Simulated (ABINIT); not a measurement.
# Pt (P6_3/mmc) in ABINIT: reference runs

Reference runs on Pt: the cell as given.

All numbers are computed with ABINIT 10.8.3 (patched build); they aren't measurements. Logs are shortened: lines on timing, memory, paths and dates and some standing lists are left out, and cuts for length are marked. The log counts tension as positive stress, the text compression.

## (1) The crystal as given

The structure is hexagonal, space group P6_3/mmc (No. 194). The conventional cell has a = 2.761 Å, b = 2.761 Å, c = 4.792 Å, α = 90.00°, β = 90.00°, γ = 120.00°. Around Pt (site symmetry -6m2) lie 12 Pt at 2.76 to 2.88 Å.

This isn't the form of Pt at room conditions, which is fcc.

## (2) Single point, PBEsol

The input, run.abi:

```
# Pseudopotentials
pp_dirpath "./"
pseudos "Pt.upf"

# Structure
acell 2.7606656158 2.7606656158 4.792134 Angstrom
rprim
     1.0000000000     0.0000000000     0.0000000000
    -0.5000000000     0.8660254038     0.0000000000
     0.0000000000     0.0000000000     1.0000000000
ntypat 1
znucl 78
natom 2
typat 1 1
xred
     0.3333333333     0.6666666667     0.2500000000
     0.6666666667     0.3333333333     0.7500000000

# Plane-wave basis
ecut 42.0

# k points
kptopt 1
ngkpt 11 11 6
nshiftk 1
shiftk 0.0 0.0 0.0

# Exchange and correlation
ixc -116133

# Bands and occupations
nband 22
occopt 3
tsmear 0.05 eV

# SCF cycle
nstep 100
tolvrs 1.0e-10

# Output
iomode 3
prtwf 0
prtden 0
prteig 0
prtebands 0
enunit 2
```

Potentials or basis: PseudoDojo NC SR PBEsol v0.4.1 standard.

Run with:

```console
> abinit run.abi > log 2>&1
```

run.abo:

```text
.Version 10.8.3 of ABINIT
 Symmetries : space group P6_3/m m c (#194); Bravais hP (primitive hexag.)
================================================================================
 Values of the parameters that define the memory need of the present run
     intxc =       0    ionmov =       0      iscf =       7    lmnmax =       8
     lnmax =       8     mgfft =      54  mpssoang =       4    mqgrid =    3001
     natom =       2  nloc_mem =       1    nspden =       1   nspinor =       1
    nsppol =       1      nsym =      24    n1xccc =    2501    ntypat =       1
    occopt =       3   xclevel =       2
       mpw =        2799          nfft =       55296          nkpt =          64
================================================================================
================================================================================

--------------------------------------------------------------------------------
------------- Echo of variables that govern the present computation ------------
--------------------------------------------------------------------------------
 -outvars: echo values of preprocessed input variables --------
            acell      5.2169019391E+00  5.2169019391E+00  9.0558208187E+00 Bohr
              amu      1.95080000E+02
             ecut      4.20000000E+01 Hartree
           enunit           2
                       outvar_i_n : Printing only first  50 k-points.
              ixc     -116133
                       outvar_i_n : Printing only first  50 k-points.
         kptrlatt       11    0    0      0   11    0      0    0    6
          kptrlen      5.43349249E+01
            natom           2
            nband          22
            ngfft          32      32      54
             nkpt          64
            nstep         100
             nsym          24
           ntypat           1
                       prtocc : prtvol=0, do not print more k-points.
           occopt           3
           prtden           0
        prtebands           0
           prteig           0
            prtwf           0
            rprim      1.0000000000E+00  0.0000000000E+00  0.0000000000E+00
                      -5.0000000000E-01  8.6602540380E-01  0.0000000000E+00
                       0.0000000000E+00  0.0000000000E+00  1.0000000000E+00
          spgroup         194
           tolvrs      1.00000000E-10
           tsmear      1.83746611E-03 Hartree
            typat      1  1
                       outvars : Printing only first  50 k-points.
           xangst      3.4058724000E-16  1.5938710365E+00  1.1980335000E+00
                       1.3803328079E+00  7.9693551823E-01  3.5941005000E+00
            xcart      6.4361660558E-16  3.0119797389E+00  2.2639552047E+00
                       2.6084509695E+00  1.5059898695E+00  6.7918656140E+00
             xred      3.3333333333E-01  6.6666666667E-01  2.5000000000E-01
                       6.6666666667E-01  3.3333333333E-01  7.5000000000E-01
            znucl       78.00000

================================================================================

 chkinp: Checking input parameters for consistency.

================================================================================
== DATASET  1 ==================================================================

--- !DatasetInfo
iteration_state: {dtset: 1, }
dimensions: {natom: 2, nkpt: 64, mband: 22, nsppol: 1, nspinor: 1, nspden: 1, mpw: 2799, }
cutoff_energies: {ecut:  42.0, pawecutdg:  -1.0, }
electrons: {nelect:   3.60000000E+01, charge:   0.00000000E+00, occopt:   3.00000000E+00, tsmear:   1.83746611E-03, }
meta: {optdriver: 0, ionmov: 0, optcell: 0, iscf: 7, paral_kgb: 0, }
...

 Real(R)+Recip(G) space primitive vectors, cartesian coordinates (Bohr,Bohr^-1):
 R(1)=  5.2169019  0.0000000  0.0000000  G(1)=  0.1916846  0.1106692  0.0000000
 R(2)= -2.6084510  4.5179696  0.0000000  G(2)=  0.0000000  0.2213384  0.0000000
 R(3)=  0.0000000  0.0000000  9.0558208  G(3)=  0.0000000  0.0000000  0.1104262
 Unit cell volume ucvol=  2.1344393E+02 bohr^3
 Angles (23,13,12)=  9.00000000E+01  9.00000000E+01  1.20000000E+02 degrees

 getcut: wavevector=  0.0000  0.0000  0.0000  ngfft=  32  32  54
         ecut(hartree)=     42.000   => boxcut(ratio)=   2.04398

--- Pseudopotential description ------------------------------------------------
- pspini: atom type   1  psp file is ./Pt.upf
12 -116133 3 -1 1358                          pspcod,pspxc,lmax,lloc,mmax
     nproj     2     2     2     2

   1.91086787E+03                                ecore*ucvol(ha*bohr**3)
--------------------------------------------------------------------------------

================================================================================

--- !BeginCycle
iteration_state: {dtset: 1, }
solver: {iscf: 7, nstep: 100, nline: 4, wfoptalg: 0, }
tolerances: {tolvrs: 1.00E-10, }
...

     iter   Etot(hartree)      deltaE(h)  residm     vres2
 ETOT  1  -260.89832630651    -2.609E+02 4.025E-01 1.694E+02
 ETOT  2  -261.07839143336    -1.801E-01 7.969E-02 1.102E+02
 ETOT  3  -261.10704800233    -2.866E-02 5.774E-03 2.800E-02
 ETOT  4  -261.10706866143    -2.066E-05 3.940E-03 1.568E-03
 ETOT  5  -261.10706909975    -4.383E-07 2.282E-03 2.888E-04
 ETOT  6  -261.10706920060    -1.008E-07 1.969E-03 1.898E-06
 ETOT  7  -261.10706920099    -3.914E-10 8.613E-04 9.404E-09
 ETOT  8  -261.10706920099    -1.933E-12 7.121E-04 1.275E-11

 At SCF step    8       vres2   =  1.27E-11 < tolvrs=  1.00E-10 =>converged.

 Cartesian components of stress tensor (hartree/bohr^3)
  sigma(1 1)=  3.66418728E-04  sigma(3 2)=  0.00000000E+00
  sigma(2 2)=  3.66418726E-04  sigma(3 1)=  0.00000000E+00
  sigma(3 3)=  4.03270597E-04  sigma(2 1)=  0.00000000E+00

--- !ResultsGS
iteration_state: {dtset: 1, }
comment   : Summary of ground state results
lattice_vectors:
- [  5.2169019,   0.0000000,   0.0000000, ]
- [ -2.6084510,   4.5179696,   0.0000000, ]
- [  0.0000000,   0.0000000,   9.0558208, ]
lattice_lengths: [   5.21690,    5.21690,    9.05582, ]
lattice_angles: [ 90.000,  90.000, 120.000, ] # degrees, (23, 13, 12)
lattice_volume:   2.1344393E+02
convergence: {deltae: -1.933E-12, res2:  1.275E-11, residm:  7.121E-04, diffor: null, }
etotal    :  -2.61107069E+02
entropy   :   0.00000000E+00
fermie    :   5.57147444E-01
cartesian_stress_tensor: # hartree/bohr^3
- [  3.66418728E-04,   0.00000000E+00,   0.00000000E+00, ]
- [  0.00000000E+00,   3.66418726E-04,   0.00000000E+00, ]
- [  0.00000000E+00,   0.00000000E+00,   4.03270597E-04, ]
pressure_GPa:  -1.1142E+01
xred      :
- [  3.3333E-01,   6.6667E-01,   2.5000E-01, Pt]
- [  6.6667E-01,   3.3333E-01,   7.5000E-01, Pt]
cartesian_forces: # hartree/bohr
- [ -1.54841624E-28,  -4.46989266E-28,  -0.00000000E+00, ]
- [  1.54841624E-28,   4.46989266E-28,  -0.00000000E+00, ]
force_length_stats: {min:   4.73048974E-28, max:   4.73048974E-28, mean:   4.73048974E-28, }
...

 Integrated electronic density in atomic spheres:
 ------------------------------------------------
 Atom  Sphere_radius  Integrated_density
    1        2.00000         14.46189160
    2        2.00000         14.46189160
================================================================================

 ----iterations are completed or convergence reached----

 Mean square residual over all n,k,spin=   10.986E-07; max=  71.212E-05
 reduced coordinates (array xred) for    2 atoms
       0.333333333333      0.666666666667      0.250000000000
       0.666666666667      0.333333333333      0.750000000000
 rms dE/dt=  1.0544E-27; max dE/dt=  1.6156E-27; dE/dt below (all hartree)
    1       0.000000000000      0.000000000000      0.000000000000
    2      -0.000000000000     -0.000000000000      0.000000000000

 cartesian coordinates (angstrom) at end:
    1      0.00000000000000     1.59387103645331     1.19803350000000
    2      1.38033280790000     0.79693551822666     3.59410050000000

 cartesian forces (hartree/bohr) at end:
    1     -0.00000000000000    -0.00000000000000    -0.00000000000000
    2      0.00000000000000     0.00000000000000    -0.00000000000000
 frms,max,avg= 2.7311495E-28 4.4698927E-28   0.000E+00  0.000E+00  0.000E+00 h/b

 cartesian forces (eV/Angstrom) at end:
    1     -0.00000000000000    -0.00000000000000    -0.00000000000000
    2      0.00000000000000     0.00000000000000    -0.00000000000000
 frms,max,avg= 1.4044136E-26 2.2985112E-26   0.000E+00  0.000E+00  0.000E+00 e/A
 length scales=  5.216901939073  5.216901939073  9.055820818651 bohr
              =  2.760665615800  2.760665615800  4.792134000000 angstroms
 Fermi (or HOMO) energy (hartree) =   0.55715   Average Vxc (hartree)=  -0.52988
 Eigenvalues (hartree) for nkpt=  64  k points:
 kpt#   1, nband= 22, wtk=  0.00138, kpt=  0.0000  0.0000  0.0000 (reduced coord)
  -3.06218   -3.06149   -1.37760   -1.37039   -1.37039   -1.36893   -1.36893   -1.36560
   0.19824    0.29658    0.41193    0.43164    0.43164    0.44508    0.44508    0.49137
   0.49137    0.52761    0.54947    0.54947    0.72709    1.10999
      occupation numbers for kpt#   1
   2.00000    2.00000    2.00000    2.00000    2.00000    2.00000    2.00000    2.00000
   2.00000    2.00000    2.00000    2.00000    2.00000    2.00000    2.00000    2.00000
   2.00000    2.00000    1.96982    1.96982    0.00000    0.00000
 prteigrs : prtvol=0 or 1, do not print more k-points.

 Fermi (or HOMO) energy (eV) =  15.16075   Average Vxc (eV)= -14.41881
 Eigenvalues (   eV  ) for nkpt=  64  k points:
 kpt#   1, nband= 22, wtk=  0.00138, kpt=  0.0000  0.0000  0.0000 (reduced coord)
 -83.32615  -83.30738  -37.48634  -37.29020  -37.29020  -37.25059  -37.25059  -37.15994
   5.39443    8.07028   11.20918   11.74550   11.74550   12.11130   12.11130   13.37084
  13.37084   14.35698   14.95182   14.95182   19.78513   30.20435
 prteigrs : prtvol=0 or 1, do not print more k-points.

--- !EnergyTerms
iteration_state     : {dtset: 1, }
comment             : Components of total free energy in Hartree
kinetic             :  7.44733951693477E+01
hartree             :  3.95920747304973E+01
xc                  : -4.72437097916388E+01
Ewald energy        : -1.97174474213535E+02
psp_core            :  8.95255215116589E+00
local_psp           : -1.55536918679014E+02
non_local_psp       :  1.58313441585152E+01
internal            : -2.61105736474662E+02
'-kT*entropy'       : -1.33272632914667E-03
total_energy        : -2.61107069200991E+02
total_energy_eV     : -7.10508531158426E+03
band_energy         : -2.00647258332939E+01
...

 Cartesian components of stress tensor (hartree/bohr^3)
  sigma(1 1)=  3.66418728E-04  sigma(3 2)=  0.00000000E+00
  sigma(2 2)=  3.66418726E-04  sigma(3 1)=  0.00000000E+00
  sigma(3 3)=  4.03270597E-04  sigma(2 1)=  0.00000000E+00

-Cartesian components of stress tensor (GPa)         [Pressure= -1.1142E+01 GPa]
- sigma(1 1)=  1.07804112E+01  sigma(3 2)=  0.00000000E+00
- sigma(2 2)=  1.07804111E+01  sigma(3 1)=  0.00000000E+00
- sigma(3 3)=  1.18646306E+01  sigma(2 1)=  0.00000000E+00

== END DATASET(S) ==============================================================
================================================================================

 -outvars: echo values of variables after computation  --------
            acell      5.2169019391E+00  5.2169019391E+00  9.0558208187E+00 Bohr
           etotal     -2.6110706920E+02
            fcart     -1.5484162370E-28 -4.4698926563E-28 -0.0000000000E+00
                       1.5484162370E-28  4.4698926563E-28 -0.0000000000E+00
            rprim      1.0000000000E+00  0.0000000000E+00  0.0000000000E+00
                      -5.0000000000E-01  8.6602540380E-01  0.0000000000E+00
                       0.0000000000E+00  0.0000000000E+00  1.0000000000E+00
           strten      3.6641872770E-04  3.6641872618E-04  4.0327059728E-04
                       0.0000000000E+00  0.0000000000E+00  0.0000000000E+00
           xangst      3.4058724000E-16  1.5938710365E+00  1.1980335000E+00
                       1.3803328079E+00  7.9693551823E-01  3.5941005000E+00
             xred      3.3333333333E-01  6.6666666667E-01  2.5000000000E-01
                       6.6666666667E-01  3.3333333333E-01  7.5000000000E-01
 Calculation completed.
```

Wall time 67 s (1 thread of Intel Xeon 6975P-C (Granite Rapids), shared host); peak memory 0.12 GiB.

What came out:

* Free energy: -7105.0853 eV
* Pressure: -11.1 GPa
* Band gap on the k mesh: none (metal or under the smearing width)
* Valence electrons inside the program's atomic spheres: Pt 14.46 (radii [1.0584] Å)

Levels at points of the mesh, in eV from the Fermi level:
| k point | band 15 | band 16 | band 17 | band 18 | band 19 | band 20 | band 21 | band 22 |
| --- | --- | --- | --- | --- | --- | --- | --- | --- |
| (0.00, 0.00, 0.00) | -3.05 | -1.79 | -1.79 | -0.80 | -0.21 | -0.21 | 4.62 | 15.04 |
| (0.00, 0.00, 0.50) | -3.41 | -3.41 | -0.78 | -0.78 | -0.78 | -0.78 | 11.84 | 11.84 |
